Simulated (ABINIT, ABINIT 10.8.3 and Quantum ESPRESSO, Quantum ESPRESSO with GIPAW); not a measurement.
# KF in space group Pm-3m: GIPAW and the converse approach side by side

Aim: the absolute shielding of each site of KF in space group Pm-3m by linear response (GIPAW) and by the converse method, at several levels, with their costs.

Method: DFT, plane-wave PAW; levels as the steps name them, in ABINIT 10.8.3 and Quantum ESPRESSO with GIPAW.

### Step 1. The structure

It takes space group Pm-3m (No. 221, cubic). The conventional cell has a = 3.259 Å, b = 3.259 Å, c = 3.259 Å, α = 90.00°, β = 90.00°, γ = 90.00°. Nearest to K lie 8 F at 2.82 Å. Nearest to F lie 8 K at 2.82 Å. Farther neighbours and most contacts between anions are not listed.

As a file:

```cif
data_structure
_symmetry_space_group_name_H-M 'P 1'
_symmetry_Int_Tables_number 1
_cell_length_a 3.2590
_cell_length_b 3.2590
_cell_length_c 3.2590
_cell_angle_alpha 90.000
_cell_angle_beta 90.000
_cell_angle_gamma 90.000
_cell_volume 34.61
loop_
_atom_site_label
_atom_site_type_symbol
_atom_site_fract_x
_atom_site_fract_y
_atom_site_fract_z
_atom_site_occupancy
K1 K 0.00000 0.00000 0.00000 1
F2 F 0.50000 0.50000 0.50000 1
```

### Step 2. GIPAW: ground state

The first road is linear response to a uniform field, which keeps the symmetry and yields every site at once.

A patched development version of Quantum ESPRESSO; PAW files made with ld1.x from the pslibrary 1.0.0 recipes.

Input file scf.in:

```
&control
  calculation = 'scf'
  prefix = 'x'
  outdir = './tmp/'
  pseudo_dir = './'
/
&system
  ibrav = 0
  nat = 2
  ntyp = 2
  ecutwfc = 55
  ecutrho = 330
  nbnd = 10
/
&electrons
  conv_thr = 1.0d-10
  mixing_beta = 0.7
  electron_maxstep = 100
/
ATOMIC_SPECIES
  K 39.098 K.pbe-spn-kjpaw_psl.1.0.0-gipaw.UPF
  F 18.998 F.pbe-n-kjpaw_psl.1.0.0-gipaw.UPF
CELL_PARAMETERS angstrom
  3.25895500 0.00000000 0.00000000
  0.00000000 3.25895500 0.00000000
  0.00000000 0.00000000 3.25895500
ATOMIC_POSITIONS crystal
  K 0.00000000 0.00000000 0.00000000
  F 0.50000000 0.50000000 0.50000000
K_POINTS automatic
  5 5 5 0 0 0
```

Launch:

```
> mpirun -np 4 pw.x -nk 4 -in scf.in > scf.out
```

Numbers of over 12 decimals in the logs are rounded to 6 here.

Output:

```text
using ibrav=0 with symmetry is DISCOURAGED, use correct ibrav instead

     bravais-lattice index     =            0
     lattice parameter (alat)  =       6.1585  a.u.
     unit-cell volume          =     233.5779 (a.u.)^3
     number of atoms/cell      =            2
     number of atomic types    =            2
     number of electrons       =        16.00
     number of Kohn-Sham states=           10
     kinetic-energy cutoff     =      55.0000  Ry
     charge density cutoff     =     330.0000  Ry
     scf convergence threshold =      1.0E-10
     mixing beta               =       0.7000
     number of iterations used =            8  plain     mixing
     Exchange-correlation= SLA-PW-PBX-PBC
                           (   1   4   3   4   0   0   0)
[...]
K                 9.00    39.09800     K ( 1.00)
     F                 7.00    18.99800     F ( 1.00)

     48 Sym. Ops., with inversion, found
[...]
number of k points=    10
[...]
Dense  grid:    23703 G-vectors     FFT dimensions: (  36,  36,  36)

     Smooth grid:    12965 G-vectors     FFT dimensions: (  30,  30,  30)

     Check: negative core charge=   -0.000003

     Initial potential from superposition of free atoms

     starting charge      15.9812, renormalised to      16.0000
     Starting wfcs are   12 randomized atomic wfcs

     Self-consistent Calculation

     iteration #  1     ecut=    55.00 Ry     beta= 0.70
     Davidson diagonalization with overlap
     ethr =  1.00E-02,  avg # of iterations =  6.0

     total energy              =    -172.46743669 Ry
     estimated scf accuracy    <       0.27350419 Ry

     iteration #  2     ecut=    55.00 Ry     beta= 0.70
     Davidson diagonalization with overlap
     ethr =  1.71E-03,  avg # of iterations =  3.2

     total energy              =    -172.51368351 Ry
     estimated scf accuracy    <       0.42510576 Ry

     iteration #  3     ecut=    55.00 Ry     beta= 0.70
     Davidson diagonalization with overlap
     ethr =  1.71E-03,  avg # of iterations =  2.1

     total energy              =    -172.59992028 Ry
     estimated scf accuracy    <       0.00207234 Ry

[...]
total energy              =    -172.60113542 Ry
[...]
iteration # 11     ecut=    55.00 Ry     beta= 0.70
     Davidson diagonalization with overlap
     ethr =  9.85E-12,  avg # of iterations =  2.0

     total energy              =    -172.60113542 Ry
     estimated scf accuracy    <          1.3E-10 Ry

     iteration # 12     ecut=    55.00 Ry     beta= 0.70
     Davidson diagonalization with overlap
     ethr =  8.42E-13,  avg # of iterations =  3.2

     The highest empty levels of an scf can be off by 1 eV or more

     End of self-consistent calculation
     [one-electron energies left out]

     highest occupied, lowest unoccupied level (ev):     2.7088    9.0037

!    total energy              =    -172.60113542 Ry
     total all-electron energy =     -1404.252564 Ry
     estimated scf accuracy    <          6.1E-11 Ry

     The total energy is the sum of the following terms:
     one-electron contribution =     -34.91703052 Ry
     hartree contribution      =      26.18926952 Ry
     xc contribution           =     -20.98004215 Ry
     ewald contribution        =     -76.29944504 Ry
     one-center paw contrib.   =     -66.59388723 Ry

     convergence has been achieved in  12 iterations
[...]
JOB DONE.
```

Elapsed: 8.4 s, on 4 MPI ranks of AMD EPYC 7R43, shared host; peak memory 0.37 GiB.

### Step 3. GIPAW: response

Input file nmr.in:

```
&inputgipaw
  job = 'nmr'
  prefix = 'x'
  tmp_dir = './tmp/'
  restart_mode = 'from_scratch'
  verbosity = 'low'
  q_gipaw = 0.01
  spline_ps = .true.
  conv_threshold = 1.0d-14
  use_nmr_macroscopic_shape = .false.
  pawproj(1) = .true.
  pawproj(2) = .true.
/
```

Launch:

```
> mpirun -np 4 gipaw.x -in nmr.in > nmr.out
```

Output:

```text
[banner, memory and clock lines left out]
[a note of our patched build left out]

     Parallelizing q-star over 1 images

     IMPORTANT: XC functional enforced from input :
     Exchange-correlation= PBE
                           (   1   4   3   4   0   0   0)
     Any further DFT definition will be discarded
     Please, verify this is what you really want

     Check: negative core charge=   -0.000003
[...]
projs nearly linearly dependent: l=0  n1,n2= 1, 2  s=  0.99585241
[...]
alpha_pv=     53.9625 eV

     spline_ps is .false., expect some extrapolation errors

     q-space interpolation up to    66.00 Rydberg

     GIPAW job: nmr
     NMR macroscopic correction: no
[...]
Computing the magnetic susceptibility     isolve=0    ethr=  0.1000E-13
     Starting from scratch
     k-point #    1 of    10      pool #  1    cpu time:       1.7
[...]
ATTENTION: ik=   8  ibnd= 10  eigenvalues differ too much!
        13.2748     13.0077
     ATTENTION: ik=   8  ibnd= 10  eigenvalues differ too much!
        13.2748     13.0490
     ATTENTION: ik=   8  ibnd= 10  eigenvalues differ too much!
        13.2748     12.9496
     ATTENTION: ik=   8  ibnd= 10  eigenvalues differ too much!
        13.2748     13.0490
     ATTENTION: ik=   8  ibnd= 10  eigenvalues differ too much!
        13.2748     12.9496
     ATTENTION: ik=   8  ibnd= 10  eigenvalues differ too much!
        13.2748     13.0229
     ATTENTION: ik=   8  ibnd= 10  eigenvalues differ too much!
        13.2748     12.9916
[...]
End of magnetic susceptibility calculation

     f-sum rule (1st term):
           -15.3570          0.0000          0.0000
             0.0000        -15.3570          0.0000
             0.0000          0.0000        -15.3570

     f-sum rule (2nd term):
            -0.4524          0.0000          0.0000
             0.0000         -0.4524          0.0000
             0.0000          0.0000         -0.4524

     f-sum rule (should be   -15.8054):
           -15.8094          0.0000          0.0000
             0.0000        -15.8094          0.0000
             0.0000          0.0000        -15.8094

[... susceptibilities left out ...]
     Contributions to the NMR chemical shifts: -------------------------------

     Macroscopic shape contribution in ppm:                    0.00
             0.0000          0.0000          0.0000
             0.0000          0.0000          0.0000
             0.0000          0.0000          0.0000

     Core contribution in ppm:

     Atom  1  K   pos: (  0.000000  0.000000  0.000000)  core sigma:        1193.41
     Atom  2  F   pos: (  0.500000  0.500000  0.500000)  core sigma:         306.42

     Bare contribution in ppm:

     Atom  1  K   pos: (  0.000000  0.000000  0.000000)  bare sigma:         118.85
[...]
Atom  2  F   pos: (  0.500000  0.500000  0.500000)  bare sigma:          87.35
[...]
Diamagnetic contribution in ppm:

     Atom  1  K   pos: (  0.000000  0.000000  0.000000)  dia sigma:          -4.07
[...]
Atom  2  F   pos: (  0.500000  0.500000  0.500000)  dia sigma:          42.84
[...]
Paramagnetic contribution in ppm:

     Atom  1  K   pos: (  0.000000  0.000000  0.000000)  para sigma:        -225.22
[...]
Atom  2  F   pos: (  0.500000  0.500000  0.500000)  para sigma:         164.08
[...]
Paramagnetic US occ-occ contribution in ppm:

     Atom  1  K   pos: (  0.000000  0.000000  0.000000)  para_oo sigma:          -0.93
[...]
Atom  2  F   pos: (  0.500000  0.500000  0.500000)  para_oo sigma:           0.66
[...]
Paramagnetic US L_R Q_R contribution in ppm:

     Atom  1  K   pos: (  0.000000  0.000000  0.000000)  para_lq sigma:         104.97
[...]
Atom  2  F   pos: (  0.500000  0.500000  0.500000)  para_lq sigma:        -317.21
[...]
Total NMR chemical shifts in ppm: ---------------------------------------
     (adopting the Simpson convention for anisotropy and asymmetry)-----------

     Atom  1  K   pos: (  0.000000  0.000000  0.000000)  Total sigma:        1187.01
[...]
K       1    anisotropy:     -0.00    eta:    0.0000
[...]
Atom  2  F   pos: (  0.500000  0.500000  0.500000)  Total sigma:         284.13
[...]
F       2    anisotropy:      0.00    eta:    0.0000
[...]
```

The job ended after 22 s (4 MPI ranks; peak memory 0.25 GiB).

[end of part 1 of 2]

[Banner, clock, file and dataset-listing lines were taken out of the logs.]

[Logs are printed without paths, hosts, clocks, repeated set-up lines and the standing remarks that a program may print on its own settings, such as how far it seeks lower states.]

[Hosts, paths, dates, database ids (printed as entryN), source tags and the programs' standing remarks are cut or masked in the printed files.]
